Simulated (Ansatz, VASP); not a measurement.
# B: VASP beside Ansatz

```
B
1.0
     1.74713    0.00000    0.00000
    -0.87357    1.51306    0.00000
     0.00000    0.00000   10.79679
B
2
Cartesian
  0.0000 1.0087 2.6992
  0.8736 0.5044 8.0976
```

Alike in both runs: task single point; functional RPBE; k mesh 23 × 23 × 4; occupations fermi-dirac, width 0.1 eV; no spin polarisation.

```csv
,VASP,Ansatz
version,VASP 6.6.1,Ansatz 0.2.0
potentials or method,"VASP PAW PBE potentials, release 64 (B)","plane waves (420 eV) with PAW, scalar-relativistic"
plane-wave cutoff (eV),520,420
valence electrons in the cell,6,6
```

|  | VASP | Ansatz | Ansatz less VASP |
| --- | --- | --- | --- |
| pressure (GPa) | -5.5 | -5.4 | +0.13 |
| largest component of the traceless stress (GPa) | 5.42 | 5.36 | -0.058 |

Caveats: the PAW data sets were made with another functional, which shifts forces and pressure a little (VASP); this functional lacks dispersion, which binds the layers, so the pressure and a relaxed spacing across them are unreliable.
